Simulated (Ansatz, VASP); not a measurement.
Two plane-wave programs on Sc

INCAR

```
PREC     = Accurate       # precision mode
ENCUT    = 520            # plane-wave cutoff, eV
EDIFF    = 1E-7           # SCF threshold, eV
ISMEAR   = -1             # smearing method
SIGMA    = 0.05           # smearing width, eV
LREAL    = False          # projectors in reciprocal space
LASPH    = True           # aspherical terms in the spheres
NELM     = 100            # most SCF steps
ALGO     = Normal         # electronic algorithm
ISIF     = 2              # what is computed and relaxed
LWAVE    = False          # write WAVECAR
LCHARG   = False          # write CHGCAR
GGA      = PE             # functional
NBANDS   = 12             # bands
```

Contents of KPOINTS:

```
regular mesh
0
Gamma
  10 10 10
```

File POSCAR:

```
Sc
1.0
    0.0000000000      2.2448317577      2.2448317577
    2.2448317577      0.0000000000      2.2448317577
    2.2448317577      2.2448317577      0.0000000000
Sc
1
Direct
    0.0000000000      0.0000000000      0.0000000000
```

The input input.yaml:

```yaml
crystal:
  lattice:
    - [0.0, 2.2448317577, 2.2448317577]
    - [2.2448317577, 0.0, 2.2448317577]
    - [2.2448317577, 2.2448317577, 0.0]
  atoms:
    - { symbol: Sc, position: [0.0, 0.0, 0.0] }
hamiltonian:
  xc: pbe
  pseudopotentials: { kind: paw }
kpoints:
  mp_grid: { grid: [10, 10, 10] }
scf:
  occupations: { method: fermi_dirac, width: 0.05 }
output:
  forces: true
  stress: true
  eigenvalues: true
  write_density: true
  write_potential: true
  elf: true
  volumetric_format: npy
```

Change from the starting cell: volume scaled by 0.98.

Alike in both runs: task single point; functional PBE; k mesh 10 × 10 × 10; occupations fermi-dirac, width 0.05 eV; no spin polarisation.

|  | VASP | Ansatz |
| --- | --- | --- |
| version | VASP 6.6.1 | Ansatz 0.2.0 |
| potentials or method | VASP PAW PBE potentials, release 64 (Sc_sv) | Ansatz PAW |
| plane-wave cutoff (eV) | 520 | 420 |
| valence electrons in the cell | 11 | 11 |

Ansatz gave:

```
gap on the k mesh at the Fermi level (eV) : none
pressure (GPa)                            : 5.1
```

Problem. Which values does VASP return?

Solution. gap on the k mesh at the Fermi level (eV): none; pressure (GPa): 5.2.

A gap of «none» marks a metal or a gap that the smearing closes. With one functional, cell and mesh, what is left measures potentials, basis and numerics.
